In these five calculations an aluminium nitride crystal keeps the same cell and the same atomic positions. What changes is the density functional, the approximate rule that gives the exchange and correlation energy of the electrons. The pressure is counted as positive when the crystal is squeezed and would grow if it were released.

Ansatz 0.2.0, plane-wave DFT with PAW potentials and no dispersion correction, for AlN (space group P6_3mc, 4 atoms per cell, a = 3.113 Å, c = 4.981 Å). All rows use an unshifted 7×7×4 k mesh, fixed occupations and no spin polarization. Pressure is positive in compression.

```
functional  wave cutoff  density cutoff  pressure (GPa)
       LDA       420 eV         1680 eV          -4.650
       PBE       420 eV         1680 eV           3.720
    PBEsol       420 eV         1680 eV           0.240
      BLYP       420 eV         1680 eV           6.590
    r2SCAN       500 eV         2000 eV          -0.920
```

1. The first row: what does a negative pressure say about LDA?

It says that the LDA crystal is stretched in this cell and would shrink if it could. Pressure is the slope of the energy E against the volume V, with the sign reversed:

P = −dE/dV

A negative P means that the energy falls as the volume gets smaller. LDA treats each small region as if it belonged to a uniform electron gas of the same density, and it is well known to bind solids too tightly. The first row shows that habit as a pull inwards.

2. How large is the LDA misfit in terms of length?

A pressure becomes a length once the stiffness of the crystal is known. The bulk modulus B is the pressure needed per unit of relative volume change, so for small changes the released crystal shifts by

ΔV/V ≈ P/B

With the LDA pressure of −4.65 GPa and a rough recalled B of 200 GPa, this gives −4.65/200 ≈ −0.023, a volume loss of about 2.3%. If all edges shrink alike, each takes a third of that, about 0.8%.

So a pressure of several GPa is only a small misfit in a stiff ceramic. In a solid half as stiff, the same pressure would mean twice the change in volume. The estimate assumes one stiffness for all functionals and a cell that keeps its shape. No relaxed cell is at hand to test it, so it serves for sizes and not for a second digit. The program's output below gives the same conversion for every row.

3. The second row: why does PBE push outwards where LDA pulls inwards?

The pressure rises by 8.37 GPa from LDA to PBE, although no atom has moved. To see what can cause this, take the difference of the two slopes at the same volume:

P(PBE) − P(LDA) = −d[E(PBE) − E(LDA)]/dV

An energy difference that stays the same at every volume drops out, however large it is. Only a difference that changes as the crystal expands can alter the pressure.

PBE adds to LDA a dependence on how fast the density n varies in space. The useful measure is the reduced gradient s, which is proportional to |∇n|/n^(4/3): the steepness of the density judged against the density itself. When the crystal expands, the electron clouds close to the nuclei hardly change. Between the atoms the density thins out, and in much of that region s grows.

In PBE the exchange energy becomes more negative, relative to that of LDA, as s grows. Expansion is therefore rewarded with energy that LDA doesn't grant, and this reward acts as an outward push. The gradient term in correlation works against it. In PBE the two cancel by construction where s is very small, but at larger s the correlation term levels off while exchange keeps growing, so in ordinary solids the exchange part usually prevails. This is an argument from theory: the table shows the total change in pressure and doesn't divide it between exchange and correlation.

4. The third row: why does PBEsol fall between the two?

PBEsol has the same form as PBE, but its exchange grows more slowly with s, with a leading coefficient a little over half as large. By the reasoning above it should give a weaker outward push. The table agrees: going from LDA to PBEsol covers 58% of the way from LDA to PBE.

The closeness of the two fractions shouldn't be read as a law. PBEsol also changes the gradient term in correlation, and this is a single compound. What carries over is the order: for a similar crystal held in one cell, a functional with a weakened gradient correction can be expected between LDA and PBE.

5. Does the PBEsol pressure of 0.24 GPa mean that its crystal is at rest?

No, because the printed pressure is an average over three directions. The same calculation gives a stress of −0.24 GPa in each of the two directions across the hexagonal axis and 1.22 GPa along it. The push acts in only one direction of three, and the weak pull in the other two offsets part of it. The mean is therefore small, while the cell, with the atoms held at their fractional positions, would like to become longer and slightly narrower.

All five functionals share this imbalance: the stress along the axis is higher by 1.5 to 2.1 GPa. A feature so alike in every row probably comes mostly from the structure that the rows have in common. The ratio c/a is close to the measured one, but the four Al–N bonds are practically equal in length here, whereas in the measured crystal the bond along the axis is slightly longer than the other three. A short axial bond is expected to raise the stress along the axis and lower it across, so much of the imbalance may vanish once the atoms move, with little change of shape. Relaxing the atoms in the fixed cell first, and the cell afterwards, would test that. Until then, a small pressure means that the volume roughly suits the functional, and the shape has to be judged separately.

6. The last two rows: can BLYP and r2SCAN be placed by the same reasoning?

BLYP can be placed in part. Its exchange also rewards steep density, and it was designed with free atoms in mind, where such regions matter greatly. Its pressure lies 2.87 GPa above that of PBE, in line with its known tendency to make solids too large. But BLYP also uses a different kind of correlation, one that doesn't reproduce the uniform electron gas. The table can't tell how much of the extra push comes from each change.

r2SCAN needs a further idea. Besides the density and its gradient it uses the kinetic energy density of the electrons, which helps it to tell a covalent bond from a metallic region or from the weak overlap of closed shells. It can thus treat two places with the same gradient differently. Gradient strength alone no longer fixes its place, and its pressure of −0.92 GPa has to be calculated rather than guessed from the other rows.

7. Which differences can be trusted?

The wide steps can: LDA lies well below PBEsol, PBEsol well below PBE, and BLYP higher still. These four rows share their cutoffs, their steps are about 3 GPa or more, and their order is the one known from many other solids. The third decimal in the table carries nothing: the pressures were rounded to hundredths of a GPa, and the zero only fills the column. The hundredths deserve little trust either, since the stress was only loosely converged in all rows and no error estimate comes with it.

The order of r2SCAN and PBEsol is less secure. They differ by 1.16 GPa, and r2SCAN was run with a larger plane-wave basis, so the difference mixes the functional with the setting. A basis that is too small usually makes the pressure too low, so equal cutoffs would be expected to widen the difference rather than reverse it, but that was not tested. Running both functionals at the higher cutoffs, with a tighter convergence of the stress, would separate the two.

8. Is the functional with the pressure nearest to zero the best one?

Only if zero is the right target, and that depends first on the cell. Suppose that all edges were longer by half a percent. The volume would grow by about three times that fraction, and each pressure would fall by roughly

3 × 200 GPa × 0.005 = 3 GPa

PBE would then come down to about 0.7 GPa, while PBEsol would drop to about −2.8 GPa. The order of the functionals would be unchanged, but PBE would now look best. Nearness to zero thus judges the functional and the chosen cell together.

Even in the measured cell, whose edges are close to those used here, zero isn't quite the right target. Real atoms vibrate at the lowest temperature too, and in a stiff crystal of light atoms this zero-point motion usually pushes outwards, perhaps by something of the order of 1 GPa. The calculations hold the atoms still and leave that push out. A functional that described the electrons perfectly should then give a slightly negative pressure, so that the vibrations could bring the total to zero.

Seen this way, the small negative value of r2SCAN is no worse a result than the small positive value of PBEsol. The table can't choose between them. The vibrations would be expected to offset only part of the inward pull of LDA, and to add to the outward push of PBE and BLYP. On these figures the three miss the target by more than the other two. For LDA that ranking has little room, because the effect of the finite plane-wave basis on the pressure wasn't tested, and a larger basis usually raises the pressure. With a target near −1 GPa, a rise of all pressures by little more than 1 GPa would bring LDA nearer to it than PBEsol.

The analysis program printed:

```
number of functionals with positive pressure: 3
spread of pressure from lowest to highest (GPa): 11.24
PBE less LDA pressure (GPa): 8.37
PBEsol less LDA pressure (GPa): 4.89
PBEsol shift from LDA as percentage of the PBE shift (%): 58.42
PBE less PBEsol pressure (GPa): 3.48
BLYP less PBE pressure (GPa): 2.87
r2SCAN less LDA pressure (GPa): 3.73
PBEsol less r2SCAN pressure (GPa): 1.16
estimated fall of pressure when edges grow by 0.5 percent (GPa): 3
Estimate from pressure and rough bulk modulus:
     row  pressure_GPa  volume_change_percent  edge_change_percent  pressure_at_longer_edges_GPa
     LDA         -4.65                 -2.325               -0.775                         -7.65
     PBE          3.72                   1.86                 0.62                          0.72
  PBEsol          0.24                   0.12                 0.04                         -2.76
    BLYP          6.59                  3.295                1.098                          3.59
  r2SCAN         -0.92                  -0.46              -0.1533                         -3.92
Stress directions and gap from the further outputs:
     row  across_c_GPa  along_c_GPa  along_less_across_GPa  gap_eV
     LDA         -5.21       -3.544                  1.666   4.239
     PBE         3.192        4.776                  1.584   4.213
  PBEsol       -0.2425        1.216                  1.458   4.133
    BLYP         5.892        7.979                  2.087   4.509
  r2SCAN        -1.513       0.2519                  1.765   4.859
largest less smallest gap (eV): 0.7267
LDA less PBE gap (eV): 0.02606
```
